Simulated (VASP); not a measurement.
# HgSe (F-43m) in VASP: single point with PBE

Aim: the single point of HgSe with PBE.

Program: VASP 6.6.1. These are calculated values, not measurements. Logs are shortened: lines on timing, memory, paths and dates and some standing lists are left out, and cuts for length are marked.

## Step 1: Starting point

It takes space group F-43m (No. 216, cubic). Conventional cell: a = 6.193 Å, b = 6.193 Å, c = 6.193 Å, α = 90.00°, β = 90.00°, γ = 90.00°. Around Hg (site symmetry -43m) lie 4 Se at 2.68 Å. Se (site symmetry -43m) is surrounded by 4 Hg at 2.68 Å.

The cell is a database's computed one.

## Step 2: Single point, PBE

INCAR reads:

```
PREC     = Accurate       # precision mode
ENCUT    = 520            # plane-wave cutoff, eV
EDIFF    = 1E-6           # SCF threshold, eV
ISMEAR   = 0              # smearing method
SIGMA    = 0.1            # smearing width, eV
LREAL    = F              # projectors in reciprocal space
LASPH    = T              # aspherical terms in the spheres
NELM     = 100            # most SCF steps
ALGO     = Fast           # electronic algorithm
ISIF     = 2              # what is computed and relaxed
LWAVE    = F              # write WAVECAR
LCHARG   = F              # write CHGCAR
GGA      = PE             # functional
NBANDS   = 16             # bands
```

KPOINTS reads:

```
regular mesh
0
Gamma
  6 6 6
```

POSCAR reads:

```
HgSe
1.0
    0.0000000000      3.0963260000      3.0963260000
    3.0963260000      0.0000000000      3.0963260000
    3.0963260000      3.0963260000      0.0000000000
Hg Se
1 1
Direct
    0.0000000000      0.0000000000      0.0000000000
    0.7500000000      0.7500000000      0.7500000000
```

Potentials or basis: VASP PAW PBE potentials, release 64 (Hg, Se).

The run is started by

```console
$ cat potpaw_PBE.64/Hg/POTCAR potpaw_PBE.64/Se/POTCAR > POTCAR
$ mpirun -np 1 vasp_std > vasp.out
```

OUTCAR:

```text
PREC = Accurate
   ENCUT = 520
   EDIFF = 1E-6
   ISMEAR = 0
   LREAL = F
   LASPH = T
   NELM = 100
   ISIF = 2
   GGA = PE

 ion  position               nearest neighbor table
   1  0.000  0.000  0.000-   2 2.68   2 2.68   2 2.68   2 2.68
   2  0.750  0.750  0.750-   1 2.68   1 2.68   1 2.68   1 2.68

  LATTYP: Found a face centered cubic cell.
 ALAT       =     6.1926520000

  Lattice vectors:

 A1 = (   0.0000000000,   3.0963260000,   3.0963260000)
 A2 = (   3.0963260000,   0.0000000000,   3.0963260000)
 A3 = (   3.0963260000,   3.0963260000,   0.0000000000)

Analysis of symmetry for initial positions (statically):
=====================================================================
 Subroutine PRICEL returns:
 Original cell was already a primitive cell.

 Routine SETGRP: Setting up the symmetry group for a
 face centered cubic supercell.

 Subroutine GETGRP returns: Found 24 space group operations
 (whereof 24 operations were pure point group operations)
 out of a pool of 48 trial point group operations.

The static configuration has the point symmetry T_d .

Analysis of symmetry for dynamics (positions and initial velocities):
=====================================================================
 Subroutine PRICEL returns:
 Original cell was already a primitive cell.

 Routine SETGRP: Setting up the symmetry group for a
 face centered cubic supercell.

 Subroutine GETGRP returns: Found 24 space group operations
 (whereof 24 operations were pure point group operations)
 out of a pool of 48 trial point group operations.

The dynamic configuration has the point symmetry T_d .

 Subroutine INISYM returns: Found 24 space group operations
 (whereof 24 operations are pure point group operations),
 and found     1 'primitive' translations

----------------------------------------------------------------------------------------

                                     Primitive cell

  volume of cell :      59.3704

  direct lattice vectors                    reciprocal lattice vectors
     0.000000000  3.096326000  3.096326000    -0.161481704  0.161481704  0.161481704
     3.096326000  0.000000000  3.096326000     0.161481704 -0.161481704  0.161481704
     3.096326000  3.096326000  0.000000000     0.161481704  0.161481704 -0.161481704

  length of vectors
     4.378866223  4.378866223  4.378866223     0.279694517  0.279694517  0.279694517

[... 70 lines left out ...]
   NELM   =    100;   NELMIN=  2; NELMDL= -5     # of ELM steps
   EDIFF  = 0.1E-05   stopping-criterion for ELM
   LREAL  =      F    real-space projection
   EDIFFG = 0.1E-04   stopping-criterion for IOM
   NSW    =      0    number of steps for IOM
   IBRION =     -1    ionic relax: 0-MD 1-quasi-New 2-CG
   NFREE  =      0    steps in history (QN), initial steepest desc. (CG)
   ISIF   =      2    stress and relaxation
   ISYM   =      2    0-nonsym 1-usesym 2-fastsym
   POTIM  = 0.5000    time-step for ionic-motion
   TEBEG  =    0.0;   TEEND  =   0.0 temperature during run
   PSTRESS=    0.0 pullay stress
   NELECT =      18.0000    total number of electrons
   NUPDOWN=      -1.0000    fix difference up-down
   EMIN   =  10.00;   EMAX   =-10.00  energy-range for DOS
   EFERMI =   0.00;   METHOD = LEGACY
   ISMEAR =     0;   SIGMA  =   0.10  broadening in eV -4-tet -1-fermi 0-gaus
   EFERMI_NEDOS =   21; number of points for ismear=-14 and -15
   IALGO  =     68    algorithm
   IMIX   =      4    mixing-type and parameters
     AMIX     =   0.40;   BMIX     =  1.00
     AMIX_MAG =   1.60;   BMIX_MAG =  1.00
  volume/ion in A,a.u.               =      29.69       200.33
  Fermi-wavevector in a.u.,A,eV,Ry     =   1.099788  2.078298 16.456705  1.209534
  Thomas-Fermi vector in A             =   2.236188
   LORBIT       =      0    0 simple, 1 ext, 2 COOP (PROOUT), +10 PAW based schemes
   GGA     = PE    functional components
   LHFCALC =     F    Hartree Fock is set to
   AEXX    =    0.0000 exact exchange contribution
   IVDW    =     0    specifies the selected vdW correction
   LEPSILON=     F    determine dielectric tensor
   LRPA    =     F    only Hartree local field effects (RPA)
 non-spin polarized calculation
 RMM-DIIS sequential band-by-band and
 Gauss-broadening in eV      SIGMA  =   0.10
  energy-cutoff  :      520.00
  volume of cell :       59.37
 maximum number of plane-waves:      1639
 NGX is ok and might be reduce to    36
   NGX = 17   NGY = 17   NGZ = 17

 number of electron      18.0000001 magnetization

 Free energy of the ion-electron system (eV)
  ---------------------------------------------------
  ext. energy  EPLUGINS =         0.00000000
  ---------------------------------------------------
  free energy    TOTEN  =        -4.07030585 eV

  energy without entropy =       -4.06958903  energy(sigma->0) =       -4.06994744

 E-fermi :   1.2758     XC(G=0):  -8.7948

 val. band max:        1.2452974640   @ k =   0.0000   0.0000   0.0000
 cond. band min:       2.0307142143   @ k =   0.1667   0.0000   0.0000
 fundamental gap:      0.7854167503
 Fermi energy:         1.2758269137

 k-point     1 :       0.0000    0.0000    0.0000
  band No.  band energies     occupation
      1     -11.8484      2.00000
      2      -5.6172      2.00000
      3      -5.6172      2.00000
      4      -5.6172      2.00000
      5      -4.9635      2.00000
      6      -4.9635      2.00000
[... 281 lines left out ...]
      3      -5.2483      2.00000
      4      -5.1052      2.00000
      5      -4.9295      2.00000
      6      -4.4831      2.00000
[... 8 lines left out ...]
     15      13.5477      0.00000
     16      13.7220      0.00000

------------------------ aborting loop because EDIFF is reached ----------------------------------------

  FORCE on cell =-STRESS in cart. coord.  units (eV):
  Direction    XX          YY          ZZ          XY          YZ          ZX
  --------------------------------------------------------------------------------------
  -------------------------------------------------------------------------------------
  Total        0.6582107      0.6582107      0.6582107      0.0000000     -0.0000000      0.0000000
  in kB       17.7625560     17.7625560     17.7625560      0.0000000     -0.0000000      0.0000000
  external PRESSURE =      17.7625560 kB  Pullay stress =       0.0000000 kB

 VOLUME and BASIS-vectors are now :
 -----------------------------------------------------------------------------
  energy-cutoff  :      520.00
  volume of cell :       59.37
      direct lattice vectors                 reciprocal lattice vectors
     0.000000000  3.096326000  3.096326000    -0.161481704  0.161481704  0.161481704
     3.096326000  0.000000000  3.096326000     0.161481704 -0.161481704  0.161481704
     3.096326000  3.096326000  0.000000000     0.161481704  0.161481704 -0.161481704

 POSITION                                       TOTAL-FORCE (eV/Angst)
 -----------------------------------------------------------------------------------
      0.00000      0.00000      0.00000         0.000000      0.000000      0.000000
      4.64449      4.64449      4.64449        -0.000000     -0.000000     -0.000000
 -----------------------------------------------------------------------------------
    total drift:                                0.000000      0.000000     -0.000000

  FREE ENERGIE OF THE ION-ELECTRON SYSTEM (eV)
  ---------------------------------------------------
  free  energy   TOTEN  =        -4.0703058501 eV

  energy  without entropy=       -4.0695890295  energy(sigma->0) =       -4.06994744
```

Run time: 13 s. Hardware: 1 thread of Intel Xeon Platinum 8559C (Emerald Rapids), shared host; peak memory 0.2 GiB.

What came out:

* Free energy: -4.0703 eV
* Pressure: 1.8 GPa
* Band gap on the k mesh: none (metal or under the smearing width)
